PbSe (2-atom cell, Fm-3m at rest) computed with Ansatz 0.2.0: scalar-relativistic PBE+D3(BJ), PAW, 420 eV plane-wave cutoff, 10×10×10 k mesh, Gaussian smearing of 0.03 eV, no spin polarization. Free energies are relative to the relaxed crystal; the shape ratio is c/a of the conventional cell, and symmetry fixes the atoms' fractional coordinates.

| shape ratio | free energy change at volume per atom 25.39 angstrom^3 (meV an atom) | free energy change at volume per atom 26.775 angstrom^3 (meV an atom) | free energy change at volume per atom 28.16 angstrom^3 (meV an atom) | free energy change at volume per atom 29.545 angstrom^3 (meV an atom) | free energy change at volume per atom 30.93 angstrom^3 (meV an atom) | free energy change at volume per atom 32.314 angstrom^3 (meV an atom) |
| --- | --- | --- | --- | --- | --- | --- |
| 0.923 | 161.7 | 94.6 | 60.6 | 51.6 | 61.5 | 76.7 |
| 0.938 | 132.6 | 69.8 | 39.1 | 33.3 | 46.2 | 64.0 |
| 0.953 | 110.7 | 51.0 | 22.9 | 19.5 | 34.6 | 54.4 |
| 0.968 | 95.3 | 37.8 | 11.6 | 10.0 | 26.6 | 47.7 |
| 0.984 | 86.2 | 30.0 | 4.9 | 4.4 | 22.0 | 43.8 |
| 1.000 | 83.3 | 27.5 | 2.8 | 2.6 | 20.5 | 42.6 |
| 1.016 | 86.2 | 29.9 | 4.9 | 4.3 | 21.9 | 43.8 |
| 1.033 | 94.5 | 37.1 | 10.9 | 9.4 | 26.1 | 47.4 |
| 1.049 | 108.1 | 48.6 | 20.7 | 17.6 | 32.9 | 53.3 |
| 1.066 | 126.6 | 64.3 | 34.0 | 28.7 | 42.2 | 61.3 |
| 1.083 | 150.0 | 84.0 | 50.8 | 42.7 | 53.8 | 71.4 |

Each entry is the electronic free energy of PbSe per atom, measured from that of the relaxed crystal. The columns set the volume per atom. The rows set the shape ratio, the length of the crystal along one axis divided by that across it, so that 1.000 is the cubic crystal. Read downwards, every column is a clean valley with its floor at the cubic shape. Read across, every row falls to a lowest value near the rest volume of the cubic crystal and then rises again, but by the largest volume it has risen far too little.

**How the failure shows**

The columns are evenly spaced in volume, so a simple test is possible. Take three neighbouring columns, add the outer energies and subtract twice the middle one. The result measures how sharply the energy curves, and hence how stiffly the crystal resists a change of volume. For the cubic crystal it runs 31, 24 and 18 meV an atom with growing volume, and then drops to 4.

The first three values describe ordinary softening, since stretched bonds resist further stretching less. The last one breaks the pattern, and it does so at every shape. There the final value is at most about a third of the one before it, whereas the previous step kept more than 70% in every row. The fault therefore belongs to the volume and not to a particular distortion.

Finer volume steps for the cubic crystal make the fault plainer. Near 31.6 Å³ an atom, about 10% above the rest volume, the computed energies correspond to a bulk modulus of −22 GPa. Under a steady pull, a material with a negative bulk modulus would go on expanding without any increase of the load.

**How large the error is**

A smooth equation of state gives a yardstick. The energy of a solid near rest can be expanded in the strain u = (V₀/V)^(2/3) − 1, where V is the volume and V₀ its value at rest. This quantity compares squared lengths before and after the change of volume. The linear term vanishes because the energy is lowest at rest, which leaves E = A u² + C u³ up to the third order, the Birch–Murnaghan form. The constant A fixes the bulk modulus. The constant C shows how far the pressure derivative of the modulus departs from 4, its value when C is zero.

The two constants were fitted to the cubic crystal at seven volumes, from the strongest compression to 29.545 Å³ an atom. Larger volumes were left out because the dispersion correction is under suspicion there. The fit follows its seven points to better than 0.1 meV an atom. It gives A = 10 530 meV an atom, which corresponds to a bulk modulus of 52 GPa, and a C that cannot be told from zero.

The largest volume, 32.314 Å³ an atom, was not part of the fit and serves as the worked case. With V₀ = 28.85 Å³ an atom and C set to zero:

- V₀/V = 28.85/32.314 = 0.893
- u = 0.893^(2/3) − 1 = −0.073, so u² = 0.0053
- E = 10 530 × 0.0053 ≈ 56 meV an atom

The table has 42.6 meV an atom. The calculation thus falls short of the smooth curve by about 13 meV, nearly a quarter of the expected energy. Adding a u⁴ term to the fit changes the shortfall only to 12 meV. These figures measure the departure from a smooth extrapolation; they do not isolate the dispersion energy itself. At 30.93 Å³ an atom the departure is only about 1 meV, so the trouble sets in quickly.

The same curve separates normal softening from the fault. At 31.6 Å³ an atom it still gives a bulk modulus of 35 GPa, well below the value at rest but safely positive. The apparent instability is thus not what the behaviour under compression and near rest leads to.

**Why it arises**

The likely cause lies in the D3 dispersion correction that is added to PBE. This correction supplies the weak, long-range attraction between atoms that PBE lacks. The strength of attraction of each pair is taken from a set of reference molecules, according to how many neighbours each atom appears to have. An atom with few neighbours is generally more polarizable and is given a stronger attraction.

The neighbours are not counted as whole numbers. Each contact contributes a fraction that falls smoothly as the contact lengthens, and it passes one half at about four thirds of the summed covalent radii. D3 has its own radii, which for metals are somewhat smaller than the usual tabulated ones. With roughly 1.3 Å for lead and 1.1 Å for selenium, that length is about 3.2 Å. The contacts in cubic PbSe stretch from 2.9 to 3.2 Å between the first and the last column and so run straight into the sensitive range.

The crystal keeps its six nearest contacts throughout, yet the rough count of them falls from nearly five to about three. The method reads this as a loss of neighbours. As long as the count stays close to that of one reference molecule, or above the highest one, the strength of attraction hardly changes. The references for selenium end near a count of two, so selenium is expected to keep its coefficients throughout. Those for lead end near four, with the next near three. The count for lead, raised by a few tenths by its twelve lead neighbours, is expected to approach the halfway point between these two only at the largest volumes. There the strength would switch over within a short range of volume, which could explain why the bend comes so late and so abruptly.

The direction of the error fits as well. If the attraction is strengthened while the crystal expands, the stretched crystal is bound too well and its energy comes out too low. Part of the energy needed for the expansion is then paid by the attraction that the expansion itself switches on, and the crystal seems to give way.

The record of this map carries no warning of such a switch. The makers of the data do warn of switching dispersion coefficients, but on the strength of tests on other systems, not of these runs. That the coefficients switch here, and that this produces the bend, is therefore an inference from the bend's sign, its abruptness and the estimated fall in the count. The direct test would be a second series with the coefficients frozen at their values for the crystal at rest. If the explanation is right, the curvature in that series should go on falling gently through the last column.

**Why the columns look healthy**

A change of shape at fixed volume shortens some contacts and lengthens others. The gains and losses in the count nearly cancel: at the largest volume it stays at 3.1 whether the shape ratio is 1.000 or 0.923. Cubic and distorted crystals should therefore receive almost the same faulty attraction, so that the error largely drops out of their difference. This is why inspecting one column at a time cannot reveal the problem.

The cost of changing shape behaves accordingly. Squeezing the cubic crystal to a shape ratio of 0.923 costs 78 meV an atom at the smallest volume and 34 meV at the largest, with a steady fall between. Stretched contacts resist shear less, as they resist expansion less. Below the largest volumes this part of the table can be read as physics, for a crystal whose atoms stay on their symmetric sites. If the atoms could gain energy by leaving those sites, the map would overstate the energies away from rest. Such an error would have the opposite sign to the shortfall at large volume and so cannot explain it. The cancellation is not complete, however. The cost of stretching to 1.083 falls by 6.8 meV an atom between 29.545 and 30.93 Å³ but by only 4.5 in the last step, so shape costs in the last column may still carry part of the error.

**What it does to derived quantities**

The fault is easily hidden by a routine fit. When the same two-constant curve is fitted to all eleven volumes of the cubic crystal, the bulk modulus drops from 52 to 47 GPa, a tenth below the first value. The pressure derivative of the modulus rises from 4.0 to 6.8. Neither result looks absurd by itself. The contaminated points betray themselves in the poorer fit, in the shift of the constants and in the curvature test above.

A modulus depends on the curvature, which goes wrong before the energy does. Near 31.6 Å³ an atom the energy lies only about 4 meV below the smooth curve, yet the modulus has already changed sign. Elastic data should therefore rest on volumes up to 29.545 Å³ an atom, and stresses under strong expansion should not be taken from this map. The same reasoning helps to judge another solid before it is computed. Two things must meet. Some shell of neighbours, first or second, must lie near four thirds of the summed D3 radii, so that the count moves with volume. The count of an atom must also pass between two of its references. Where both can happen, as expected for lead in PbSe, the curvature should be checked across the volumes before any modulus is derived. The printed analysis below gives the fits and the departures volume by volume.

The analysis program printed:

```
cubic row, second difference centred at 26.775 A^3 (meV an atom): 31.1
cubic row, second difference centred at 28.16 A^3 (meV an atom): 24.5
cubic row, second difference centred at 29.545 A^3 (meV an atom): 18.1
cubic row, second difference centred at 30.93 A^3 (meV an atom): 4.2
all shapes, smallest ratio of second differences 29.545 to 28.16: 0.7358
all shapes, largest ratio of second differences 30.93 to 29.545: 0.3385
cost of shape 0.923 over cubic at 25.39 A^3 (meV an atom): 78.4
cost of shape 0.923 over cubic at 32.314 A^3 (meV an atom): 34.1
fit of Ecub on 7 rows (rel < 1.03): coefficient of u**2 10527 +/- 14, coefficient of u**3 -2.997 +/- 173; rms 0.019, worst 1.016 0.0338, leave-one-out rms 0.0301
  rows outside the fit (model, value, miss): 1.033 9.968, 9.703, 0.265; 1.049 21.6, 20.46, 1.14; 1.066 36.99, 32.53, 4.46; 1.083 55.74, 42.56, 13.2
fit of Ecub on 7 rows (rel < 1.03): coefficient of u**2 10470 +/- 34, coefficient of u**3 1751 +/- 976, coefficient of u**4 -12622 +/- 6945; rms 0.014, worst 0.953 -0.0265, leave-one-out rms 0.102
  rows outside the fit (model, value, miss): 1.033 9.852, 9.703, 0.149; 1.049 21.26, 20.46, 0.802; 1.066 36.27, 32.53, 3.74; 1.083 54.41, 42.56, 11.9
fit of Ecub on 11 rows: coefficient of u**2 9458 +/- 138, coefficient of u**3 13301 +/- 1789; rms 1.33, worst 1.083 2.4, leave-one-out rms 2.7
bulk modulus, fit without large volumes (GPa): 51.96
its pressure derivative, fit without large volumes: 3.999
bulk modulus, fit to all volumes (GPa): 46.69
its pressure derivative, fit to all volumes: 6.813
smooth curve less computed at 30.93 A^3 (meV an atom): 1.135
smooth curve less computed at 31.62 A^3 (meV an atom): 4.461
smooth curve less computed at 32.314 A^3 (meV an atom): 13.18
the same at 32.314 A^3 with a u^4 term (meV an atom): 11.85
apparent bulk modulus at 31.62 A^3, computed (GPa): -21.63
bulk modulus at 31.62 A^3, smooth curve (GPa): 35.39
rough D3 count of nearest contacts, cubic, 25.39 A^3: 4.832
rough D3 count of nearest contacts, cubic, 32.314 A^3: 3.112
rough D3 count of nearest contacts, shape 0.923, 32.314 A^3: 3.099
```
